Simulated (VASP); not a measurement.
# Sn (R-3m) in VASP: further runs

The runs below take Sn through single point, with r2SCAN, PBE.

Everything below comes from runs of VASP 6.6.1. Logs are shortened: lines on timing, memory, paths and dates and some standing lists are left out, and cuts for length are marked.

## Step 1: The cell of the first run

Symmetry: R-3m, No. 166, trigonal system. The conventional cell has a = 4.645 Å, b = 4.645 Å, c = 11.600 Å, α = 90.00°, β = 90.00°, γ = 120.00°. Sn (site symmetry 3m) has 4 Sn at 2.86 to 2.88 Å as nearest neighbours.

The cell was built by a generator and needn't be a form met in nature.

## Step 2: Single point, r2SCAN (shear_111 strain +1.9%)

Contents of POSCAR:

```
Sn
1.0
    0.0426979771      3.3271577576      3.3271577576
    3.3271577576      0.0426979771      3.3271577576
    3.3271577576      3.3271577576      0.0426979771
Sn
2
Direct
    0.0010605852      0.0010605852      0.0010605852
    0.2489394148      0.2489394148      0.2489394148
```

Contents of INCAR.step1:

```
SYSTEM = Sn
PREC = Accurate ; ENCUT = 520
ISMEAR = -1 ; SIGMA = 0.02
LREAL = .FALSE. ; LASPH = .TRUE.
NELM = 100 ; NBANDS = 21
GGA = PE ; ALGO = Normal
EDIFF = 1E-4 ; LWAVE = .TRUE.
LCHARG = .FALSE.
```

Contents of INCAR.step2:

```
SYSTEM = Sn
PREC = Accurate ; ENCUT = 520
EDIFF = 1E-7 ; ISMEAR = -1
SIGMA = 0.02 ; LREAL = .FALSE.
LASPH = .TRUE. ; NELM = 100
ALGO = Normal ; ISIF = 2
LWAVE = .FALSE. ; LCHARG = .TRUE.
METAGGA = R2SCAN ; LMIXTAU = .TRUE.
LELF = .TRUE. ; LVHAR = .TRUE.
NBANDS = 21 ; ISTART = 1
```

Contents of KPOINTS:

```
regular mesh
0
G
  6 6 6
  0 0 0
```

Potentials or basis: VASP PAW PBE potentials, release 64 (Sn_d).

Started as:

```sh
$ cat potpaw_PBE.64/Sn_d/POTCAR > POTCAR
$ cp INCAR.step1 INCAR
$ mpirun -np 1 vasp_std > vasp.out
$ cp INCAR.step2 INCAR
$ mpirun -np 1 vasp_std > vasp.out
```

OUTCAR:

```text
SYSTEM = Sn
   PREC = Accurate
   ENCUT = 520
   EDIFF = 1E-7
   ISMEAR = -1
   LREAL = .FALSE.
   LASPH = .TRUE.
   NELM = 100
   ISIF = 2
   METAGGA = R2SCAN
   ISTART = 1

 ion  position               nearest neighbor table
   1  0.001  0.001  0.001-   2 2.86   2 2.86   2 2.86   2 2.88
   2  0.249  0.249  0.249-   1 2.86   1 2.86   1 2.86   1 2.88

  LATTYP: Found a trigonal (rhomboedric) cell.
 ALAT       =     4.7055053507
 COS(alpha) =     0.5127909430

  Lattice vectors:

 A1 = (   0.0426979771,   3.3271577576,   3.3271577576)
 A2 = (   3.3271577576,   0.0426979771,   3.3271577576)
 A3 = (   3.3271577576,   3.3271577576,   0.0426979771)

Analysis of symmetry for initial positions (statically):
=====================================================================
 Subroutine PRICEL returns:
 Original cell was already a primitive cell.

 Routine SETGRP: Setting up the symmetry group for a
 trigonal (rhombohedral) supercell.

 Subroutine GETGRP returns: Found 12 space group operations
 (whereof  6 operations were pure point group operations)
 out of a pool of 12 trial point group operations.

The static configuration has the point symmetry C_3v.
 The point group associated with its full space group is D_3d.

Analysis of symmetry for dynamics (positions and initial velocities):
=====================================================================
 Subroutine PRICEL returns:
 Original cell was already a primitive cell.

 Routine SETGRP: Setting up the symmetry group for a
 trigonal (rhombohedral) supercell.

 Subroutine GETGRP returns: Found 12 space group operations
 (whereof  6 operations were pure point group operations)
 out of a pool of 12 trial point group operations.

The dynamic configuration has the point symmetry C_3v.
 The point group associated with its full space group is D_3d.

 Subroutine INISYM returns: Found 12 space group operations
 (whereof  6 operations are pure point group operations),
 and found     1 'primitive' translations

----------------------------------------------------------------------------------------

                                     Primitive cell

  volume of cell :      72.2452

  direct lattice vectors                    reciprocal lattice vectors
     0.042697977  3.327157758  3.327157758    -0.153202618  0.151261454  0.151261454
     3.327157758  0.042697977  3.327157758     0.151261454 -0.153202618  0.151261454
     3.327157758  3.327157758  0.042697977     0.151261454  0.151261454 -0.153202618

  length of vectors
     4.705505351  4.705505351  4.705505351     0.263118029  0.263118029  0.263118029

  position of ions in fractional coordinates (direct lattice)
     0.001060585  0.001060585  0.001060585
     0.248939415  0.248939415  0.248939415

  ion indices of the primitive-cell ions
   primitive index   ion index
                 1           1
                 2           2

----------------------------------------------------------------------------------------

 KPOINTS: regular mesh

Automatic generation of k-mesh.
 Grid dimensions read from file:
 generate k-points for:    6    6    6

 Generating k-lattice:

  Cartesian coordinates                     Fractional coordinates (reciprocal lattice)
    -0.025533770  0.025210242  0.025210242     0.166666667 -0.000000000 -0.000000000
     0.025210242 -0.025533770  0.025210242    -0.000000000  0.166666667 -0.000000000
     0.025210242  0.025210242 -0.025533770    -0.000000000 -0.000000000  0.166666667

  Length of vectors
     0.043853005  0.043853005  0.043853005

  Shift w.r.t. Gamma in fractional coordinates (k-lattice)
     0.000000000  0.000000000  0.000000000

 Subroutine IBZKPT returns following result:
 ===========================================

 Found     32 irreducible k-points:

 Following reciprocal coordinates:
            Coordinates               Weight
  0.000000  0.000000  0.000000      1.000000
  0.166667  0.000000  0.000000      6.000000
  0.333333 -0.000000 -0.000000      6.000000
  0.500000 -0.000000 -0.000000      3.000000
  0.166667  0.166667  0.000000      6.000000
  0.333333  0.166667  0.000000     12.000000
[... 16 lines left out ...]
  0.500000  0.500000  0.166667      6.000000
 -0.333333  0.500000  0.166667     12.000000
 [... further k-points ...]
   k-points           NKPTS =     32   k-points in BZ     NKDIM =     32   number of bands    NBANDS=     21
   number of dos      NEDOS =    301   number of ions     NIONS =      2
   total plane-waves  NPLWV =  46656
   dimension x,y,z NGX =    36 NGY =   36 NGZ =   36
   dimension x,y,z NGXF=    72 NGYF=   72 NGZF=   72
   ions per type =               2
   NGX,Y,Z   is equivalent  to a cutoff of  12.72, 12.72, 12.72 a.u.
   NGXF,Y,Z  is equivalent  to a cutoff of  25.44, 25.44, 25.44 a.u.
 SYSTEM =  Sn
   PREC   = accura    normal or accurate (medium, high low for compatibility)
   ISTART =      1    job   : 0-new  1-cont  2-samecut
   ICHARG =      0    charge: 1-file 2-atom 10-const
   ISPIN  =      1    spin polarized calculation?
   LNONCOLLINEAR =      F non collinear calculations
   LSORBIT =      F    spin-orbit coupling
   LASPH  =      T    aspherical Exc in radial PAW
   ENCUT  =  520.0 eV  38.22 Ry    6.18 a.u.   8.75  8.75  8.75*2*pi/ulx,y,z
   NELM   =    100;   NELMIN=  2; NELMDL=  0     # of ELM steps
   EDIFF  = 0.1E-06   stopping-criterion for ELM
   LREAL  =      F    real-space projection
   EDIFFG = 0.1E-05   stopping-criterion for IOM
   NSW    =      0    number of steps for IOM
   IBRION =     -1    ionic relax: 0-MD 1-quasi-New 2-CG
   NFREE  =      0    steps in history (QN), initial steepest desc. (CG)
   ISIF   =      2    stress and relaxation
   ISYM   =      2    0-nonsym 1-usesym 2-fastsym
   POTIM  = 0.5000    time-step for ionic-motion
   TEBEG  =    0.0;   TEEND  =   0.0 temperature during run
   PSTRESS=    0.0 pullay stress
   NELECT =      28.0000    total number of electrons
   NUPDOWN=      -1.0000    fix difference up-down
   EMIN   =  10.00;   EMAX   =-10.00  energy-range for DOS
   EFERMI =   0.00;   METHOD = LEGACY
   ISMEAR =    -1;   SIGMA  =   0.02  broadening in eV -4-tet -1-fermi 0-gaus
   EFERMI_NEDOS =   21; number of points for ismear=-14 and -15
   IALGO  =     38    algorithm
   IMIX   =      4    mixing-type and parameters
     AMIX     =   0.40;   BMIX     =  1.00
     AMIX_MAG =   1.60;   BMIX_MAG =  1.00
  volume/ion in A,a.u.               =      36.12       243.77
  Fermi-wavevector in a.u.,A,eV,Ry     =   1.193597  2.255572 19.383873  1.424674
  Thomas-Fermi vector in A             =   2.329608
   LORBIT       =      0    0 simple, 1 ext, 2 COOP (PROOUT), +10 PAW based schemes
   METAGGA = R2SCAN    functional components
   LHFCALC =     F    Hartree Fock is set to
   AEXX    =    0.0000 exact exchange contribution
   IVDW    =     0    specifies the selected vdW correction
   LEPSILON=     F    determine dielectric tensor
   LRPA    =     F    only Hartree local field effects (RPA)
 non-spin polarized calculation
  energy-cutoff  :      520.00
  volume of cell :       72.25
 maximum number of plane-waves:      1962
   NGX = 17   NGY = 17   NGZ = 17

 number of electron      27.9999991 magnetization

 Free energy of the ion-electron system (eV)
  ---------------------------------------------------
  ext. energy  EPLUGINS =         0.00000000
  ---------------------------------------------------
  free energy    TOTEN  =       -49.45755996 eV

  energy without entropy =      -49.45713871  energy(sigma->0) =      -49.45734933

 E-fermi :   4.9548     XC(G=0):  -9.3269

 val. band max:        4.9041004687   @ k =   0.0000   0.0000   0.0000
 cond. band min:       4.9667678618   @ k =   0.5000  -0.0000  -0.0000
 fundamental gap:      0.0626673931
 Fermi energy:         4.9548044789

 k-point     1 :       0.0000    0.0000    0.0000
  band No.  band energies     occupation
      1     -17.2975      2.00000
      2     -17.2975      2.00000
      3     -17.2775      2.00000
      4     -17.2320      2.00000
      5     -17.2320      2.00000
      6     -16.9657      2.00000
[... 13 lines left out ...]
     20      13.1380      0.00000
     21      13.1380      0.00000

 k-point     2 :       0.1667    0.0000    0.0000
  band No.  band energies     occupation
      1     -17.3102      2.00000
      2     -17.2990      2.00000
      3     -17.2859      2.00000
      4     -17.2104      2.00000
      5     -17.2096      2.00000
      6     -16.9829      2.00000
[... 13 lines left out ...]
     20      12.1084      0.00000
     21      12.2158      0.00000

 k-point     3 :       0.3333   -0.0000   -0.0000
  band No.  band energies     occupation
      1     -17.3230      2.00000
      2     -17.3126      2.00000
      3     -17.2732      2.00000
      4     -17.1858      2.00000
      5     -17.1812      2.00000
      6     -17.0005      2.00000
[... 13 lines left out ...]
     20      12.4789      0.00000
     21      12.6993      0.00000

 k-point     4 :       0.5000   -0.0000   -0.0000
  band No.  band energies     occupation
      1     -17.3264      2.00000
      2     -17.3168      2.00000
      3     -17.2654      2.00000
      4     -17.1794      2.00000
      5     -17.1706      2.00000
      6     -17.0084      2.00000
[... 13 lines left out ...]
     20      13.9827      0.00000
     21      14.0527      0.00000

 k-point     5 :       0.1667    0.1667    0.0000
  band No.  band energies     occupation
      1     -17.3101      2.00000
      2     -17.3043      2.00000
      3     -17.2919      2.00000
      4     -17.2119      2.00000
      5     -17.1862      2.00000
      6     -17.0214      2.00000
[... 13 lines left out ...]
     20      11.8738      0.00000
     21      13.4591      0.00000
[... 382 lines left out ...]
     20      14.7320      0.00000
     21      14.9462      0.00000

 k-point    22 :      -0.1667    0.3333    0.1667
  band No.  band energies     occupation
      1     -17.3446      2.00000
      2     -17.3335      2.00000
      3     -17.2352      2.00000
      4     -17.1552      2.00000
      5     -17.1154      2.00000
      6     -17.0925      2.00000
[... 13 lines left out ...]
     20      13.3623      0.00000
     21      15.0553      0.00000

 k-point    23 :       0.5000    0.5000    0.1667
  band No.  band energies     occupation
      1     -17.3476      2.00000
      2     -17.3410      2.00000
      3     -17.2337      2.00000
      4     -17.1411      2.00000
      5     -17.1256      2.00000
      6     -17.0775      2.00000
[... 13 lines left out ...]
     20      14.5262      0.00000
     21      14.6986      0.00000

 k-point    24 :      -0.3333    0.5000    0.1667
  band No.  band energies     occupation
      1     -17.3537      2.00000
      2     -17.3476      2.00000
      3     -17.1781      2.00000
      4     -17.1729      2.00000
      5     -17.0918      2.00000
      6     -17.0844      2.00000
[... 13 lines left out ...]
     20      14.1731      0.00000
     21      15.4723      0.00000

 [... further k-points ...]

------------------------ aborting loop because EDIFF is reached ----------------------------------------

  FORCE on cell =-STRESS in cart. coord.  units (eV):
  Direction    XX          YY          ZZ          XY          YZ          ZX
  --------------------------------------------------------------------------------------
  -------------------------------------------------------------------------------------
  Total       -0.3630754     -0.3630754     -0.3630754     -0.1554160     -0.1554160     -0.1554160
  in kB       -8.0518990     -8.0518990     -8.0518990     -3.4466504     -3.4466504     -3.4466504
  external PRESSURE =      -8.0518990 kB  Pullay stress =       0.0000000 kB

 VOLUME and BASIS-vectors are now :
 -----------------------------------------------------------------------------
  energy-cutoff  :      520.00
  volume of cell :       72.25
      direct lattice vectors                 reciprocal lattice vectors
     0.042697977  3.327157758  3.327157758    -0.153202618  0.151261454  0.151261454
     3.327157758  0.042697977  3.327157758     0.151261454 -0.153202618  0.151261454
     3.327157758  3.327157758  0.042697977     0.151261454  0.151261454 -0.153202618

 POSITION                                       TOTAL-FORCE (eV/Angst)
 -----------------------------------------------------------------------------------
      0.00710      0.00710      0.00710         0.003251      0.003251      0.003251
      1.66715      1.66715      1.66715        -0.003251     -0.003251     -0.003251
 -----------------------------------------------------------------------------------
    total drift:                                0.000000      0.000000      0.000000

  FREE ENERGIE OF THE ION-ELECTRON SYSTEM (eV)
  ---------------------------------------------------
  free  energy   TOTEN  =       -49.4575599553 eV

  energy  without entropy=      -49.4571387087  energy(sigma->0) =      -49.45734933
```

It took 64 s on 1 thread of Intel Xeon 6975P-C (Granite Rapids), shared host; peak memory 0.22 GiB.

What came out:

* Free energy: -49.4576 eV
* Pressure: -0.8 GPa
* Largest force: 0.006 eV/Å
* Band gap on the k mesh: none (metal or under the smearing width)

Forces in eV/Å, atoms in the order of the input:
```
Sn   0.003  0.003  0.003
Sn  -0.003 -0.003 -0.003
```

Stress tensor (GPa, compression positive):
```
-0.81 -0.34 -0.34
-0.34 -0.81 -0.34
-0.34 -0.34 -0.81
```

Caveat: the PAW data sets were made with another functional, which shifts forces and pressure a little.

## Step 3: Single point, PBE (shear_111 strain +1.9%)

Contents of INCAR:

```
  ALGO = Normal
  EDIFF = 1E-7
  ENCUT = 520
  GGA = PE
  ISIF = 2
  ISMEAR = -1
  LASPH = T
  LCHARG = F
  LREAL = F
  LWAVE = F
  NBANDS = 21
  NELM = 100
  PREC = Accurate
  SIGMA = 0.02
```

Contents of KPOINTS:

```
k-points
0
Gamma
  6 6 6
```

POSCAR is that of step 2.

Potentials or basis: VASP PAW PBE potentials, release 64 (Sn_d).

Started as:

```sh
$ cat potpaw_PBE.64/Sn_d/POTCAR > POTCAR
$ mpirun -np 1 vasp_std > vasp.out
```

It took 15 s on 1 thread of Intel Xeon 6975P-C (Granite Rapids), shared host; peak memory 0.21 GiB.

It converged, with:

```
Free energy            : -7.6544 eV
Pressure               : 0.7 GPa
Largest force          : 0.010 eV/Å
Band gap on the k mesh : none (metal or under the smearing width)
```

Forces in eV/Å, atoms in the order of the input:
```
Sn  -0.006 -0.006 -0.006
Sn   0.006  0.006  0.006
```

Stress tensor (GPa, compression positive):
```
 0.74 -0.31 -0.31
-0.31  0.74 -0.31
-0.31 -0.31  0.74
```

Levels at points of the mesh, in eV from the Fermi level:
```csv
k point,band 12,band 13,band 14,band 15,band 16,band 17
"(0.00, 0.00, 0.00)",-0.88,0.13,0.29,0.29,2.24,2.34
"(0.50, 0.00, 0.00)",-5.94,-0.95,-0.87,-0.01,3.33,3.35
"(0.50, 0.50, 0.00)",-7.16,-2.19,-2.07,0.95,1.12,7.48
"(0.50, 0.50, 0.50)",-5.97,-0.81,-0.81,0.20,3.42,3.42
```

## Step 4: Single point, r2SCAN (biaxial_xy strain -3.2%)

Contents of POSCAR:

```
Sn
1.0
    0.0000000000      3.1790286215      3.2844597805
    3.1790286215      0.0000000000      3.2844597805
    3.1790286215      3.1790286215      0.0000000000
Sn
2
Direct
    0.0000000000      0.0000000000      0.0000000000
    0.2500000000      0.2500000000      0.2500000000
```

Contents of INCAR.step1:

```
  ALGO = Normal
  EDIFF = 1E-4
  ENCUT = 520
  GGA = PE
  ISMEAR = -1
  LASPH = T
  LCHARG = F
  LREAL = F
  LWAVE = T
  NBANDS = 21
  NELM = 100
  PREC = Accurate
  SIGMA = 0.02
```

Contents of INCAR.step2:

```
  ALGO = Normal
  EDIFF = 1E-6
  ENCUT = 520
  ISIF = 2
  ISMEAR = -1
  ISTART = 1
  LASPH = T
  LCHARG = F
  LMIXTAU = T
  LREAL = F
  LWAVE = F
  METAGGA = R2SCAN
  NBANDS = 21
  NELM = 100
  PREC = Accurate
  SIGMA = 0.02
```

KPOINTS is that of step 3.

Started as:

```sh
$ cat potpaw_PBE.64/Sn_d/POTCAR > POTCAR
$ cp INCAR.step1 INCAR
$ mpirun -np 1 vasp_std > vasp.out
$ cp INCAR.step2 INCAR
$ mpirun -np 1 vasp_std > vasp.out
```

It took 48 s on 1 thread of Intel Xeon 6975P-C (Granite Rapids), shared host; peak memory 0.22 GiB.

It converged, with:

```yaml
Free_energy: -49.4140 eV
Pressure: 3.2 GPa
Band_gap_on_the_k_mesh: none (metal or under the smearing width)
```

Stress tensor (GPa, compression positive):
```
3.64 0.00 0.00
0.00 3.64 0.00
0.00 0.00 2.41
```

Levels at points of the mesh, in eV from the Fermi level:
| k point | band 12 | band 13 | band 14 | band 15 | band 16 | band 17 |
| --- | --- | --- | --- | --- | --- | --- |
| (0.00, 0.00, 0.00) | -0.24 | -0.24 | 0.00 | 0.00 | 2.09 | 2.09 |
| (0.50, 0.00, 0.00) | -6.80 | -1.53 | -1.27 | 0.10 | 3.23 | 3.37 |
| (0.50, 0.50, 0.00) | -8.14 | -2.74 | -2.74 | 0.95 | 0.95 | 8.24 |
| (0.50, 0.00, 0.50) | -8.00 | -2.92 | -2.92 | 0.72 | 0.72 | 8.22 |

Caveat: the PAW data sets were made with another functional, which shifts forces and pressure a little.

## Step 5: Overview

```csv
level,cell,gap on the mesh (eV),pressure (GPa),largest force (eV/Å)
r2SCAN,shear_111 strain +1.9%,none,-0.8,0.01
PBE,shear_111 strain +1.9%,none,0.7,0.01
r2SCAN,biaxial_xy strain -3.2%,none,3.2,-
```

Alike in all rows: task single point; potentials or basis VASP PAW PBE potentials, release 64 (Sn_d); no spin polarisation; k mesh 6 × 6 × 6; cutoff (eV) 520; smearing fermi-dirac 0.02 eV.

Caveats: the PAW data sets were made with another functional, which shifts forces and pressure a little (some runs).

Absolute energies hang on the potentials; compare differences alone.
